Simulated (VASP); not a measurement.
Here is a VASP 6.6.1 calculation.

The input INCAR:

```
SYSTEM = TaN
ALGO = Fast
EDIFF = 1E-6
ENCUT = 520
GGA = PS
ISIF = 2
ISMEAR = 0
LASPH = .TRUE.
LCHARG = .TRUE.
LELF = .TRUE.
LREAL = .FALSE.
LVHAR = .TRUE.
LWAVE = .FALSE.
NBANDS = 15
NELM = 100
PREC = Accurate
SIGMA = 0.15
```

File KPOINTS:

```
k-points
0
G
  18 18 18
  0 0 0
```

Contents of POSCAR:

```
TaN
1.0
   -0.1093721820      2.1874436400      2.1290388948
    2.0780714580      0.0000000000      2.0196667128
    2.1874436400      2.1874436400     -0.1093721820
Ta N
1 1
Direct
    0.5000000000      0.5000000000      0.5000000000
    0.0000000000      0.0000000000      0.0000000000
```

Potentials or basis: VASP PAW PBE potentials, release 64 (Ta_pv, N).

Run with:

```bash
$ cat potpaw_PBE.64/Ta_pv/POTCAR potpaw_PBE.64/N/POTCAR > POTCAR
$ mpirun -np 1 vasp_std > vasp.out
```

Q: What does it give for the pressure?

A: 13.7 GPa.

Q: Predict the band gap on the k mesh.

A: None (metal or under the smearing width).

Stress tensor (GPa, compression positive):
```
 8.66  0.00  6.91
 0.00  3.88  0.00
 6.91  0.00 28.67
```

Caveat: the PAW data sets were made with another functional, which shifts forces and pressure a little. Spin-orbit coupling is left out, which matters for the levels of Ta.
